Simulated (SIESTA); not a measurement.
**Cu under changes of volume**

One of the cells (12.234 Å³/atom); the others are scaled copies at fixed shape and fractional positions:

```xyz
2
Lattice="1.2265 -4.0027 0.0000 1.2265 4.0027 0.0000 0.0000 0.0000 2.4919" Properties=species:S:1:pos:R:3 pbc="T T T"
Cu    1.2265   -2.9311    1.8689
Cu    1.2265    2.9311    0.6230
```

This isn't the form of Cu at room conditions, which is fcc.

```yaml
Program: SIESTA 5.4.2
Functional: PBEsol
Potentials_or_basis: PseudoDojo 0.4 standard (PBEsol files)
Basis: DZP (energy shift 0.003 Ry; two zetas on semicore shells)
Grid_cutoff: 800 Ry
Energy_shift: 0.003 Ry
k_mesh: 11 × 11 × 11
Occupations: fermi-dirac, width 0.05 eV
Spin: no spin polarisation
```

```csv
volume (Å³/atom),energy over the lowest point (meV/atom),pressure (GPa),largest force (eV/Å)
11.274,14.64,9.0,0.081
11.514,4.47,4.8,0.055
11.754,0.00,1.4,0.027
12.234,5.55,-4.9,0.036
12.474,?,?,?
12.714,27.51,-9.5,0.072
```

What does the run at 12.474 Å³/atom give?

Energy over the lowest point 14.86 meV/atom; pressure -7.3 GPa; largest force 0.058 eV/Å.

Worked out: A Birch-Murnaghan fit of order 3 (a polynomial in V^(-2/3)) to the other rows has its minimum at 11.85 Å³/atom with B0 = V·E''(V) = 159 GPa and B' = 4.3 at fixed shape and positions, which overstates the stiffness. It gives 14.70 meV/atom at 12.474 Å³/atom, against the run's 14.86, and -dE/dV = -7.4 GPa, against -7.3.

Energies are extrapolated to zero smearing.

Caveats: short orbitals over semicore shells can move pressures by several GPa; the basis of atomic orbitals isn't converged, which shifts pressures, moduli and gaps.
